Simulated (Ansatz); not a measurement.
Consider AgS2 (1T sheet).

The cell holds 3 atoms: 1 Ag and 2 S. Its edges and angles: a = 3.612 Å, b = 3.612 Å, c = 29.688 Å, α = 90.0°, β = 90.0°, γ = 120.0°. Vacuum lies along c.

```xyz
3
Lattice="0.0000 2.5544 2.5544 2.5544 -2.5544 0.0000 17.1403 17.1403 -17.1403" Properties=species:S:1:pos:R:3
Ag    5.4686    5.4686   -5.4686
S     7.9587    5.4043   -5.4043
S     5.5330    5.5330   -2.9786
```

The structure was relaxed with PBE. The structure was generated from a model, not taken from a measurement. The runs that relaxed it are not among those shown. The program's search for lower electronic states was switched off, so nothing shows that the state found is the lowest. PAW set soft_2, made with PBE.

A constrained-RPA run (Ansatz 0.2.0; non-magnetic PBE; Ag d + anion p, bands v10 to c1, 6×6×1 mesh, medium accuracy) builds 11 functions on bands 7.1 eV wide, with 19.0 electrons in the window. The bare on-site interaction is 19.0 eV and the bare J 0.73 eV.

Question: What U and J survive the screening?

On the Ag d shell, U = 8.35 eV (44 % of the bare value), U′ = 7.21 eV, J = 0.56 eV.

The parent state is non-magnetic and the interaction static (zero frequency); U depends on the window and the orbitals, so it belongs to this model alone. A window that holds the anion p bands defines a model with explicit ligands; its U belongs to that model and is not the U of DFT+U.

[Paths, hosts, dates, memory and timing lines, banners, echoed tables and standing remarks are left out of the program output.]

[Logs are printed without paths, hosts, clocks, repeated set-up lines and the standing remarks that a program may print on its own settings, such as how far it seeks lower states.]

[Runs of the session that timed out or met a known fault of the program may be left out.]

[Hosts, paths, dates, database ids (printed as entryN), source tags and the programs' standing remarks are cut or masked in the printed files.]
